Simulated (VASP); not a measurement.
In: single point with revPBE

The system is In.

```xyz
1
Lattice="-1.8779 1.8779 1.8779 1.8779 -1.8779 1.8779 1.8779 1.8779 -1.8779" Properties=species:S:1:pos:R:3 pbc="T T T"
In    0.0000    0.0000    0.0000
```

This isn't the form of In at room conditions, which is tetragonal.

| Property | Result |
| --- | --- |
| Program | VASP 6.6.1 |
| Task | single point |
| Functional | revPBE |
| Potentials or basis | VASP PAW PBE potentials, release 64 (In_d) |
| Cutoff | 520 eV |
| k mesh | 13 × 13 × 13 |
| Occupations | fermi-dirac, width 0.1 eV |
| Spin | no spin polarisation |
| Dipole correction | no |
| Further INCAR settings | ALGO = Normal; EDIFF = 1e-07; NBANDS = 12 |

```json
{
 "Pressure": "3.0 GPa",
 "Band gap on the k mesh": "none (metal or under the smearing width)"
}
```

Levels at points of the mesh, in eV from the Fermi level:
```csv
k point,band 4,band 5,band 6,band 7,band 8,band 9
"(0.00, 0.00, 0.00)",-14.45,-14.45,-9.45,11.03,11.03,11.03
```

Run time: 7 s on 1 thread of Intel(R) Xeon(R) 6975P-C (Granite Rapids) (shared host), peak memory 0.15 GiB.

Caveat: the PAW data sets were made with another functional, which shifts forces and pressure a little.
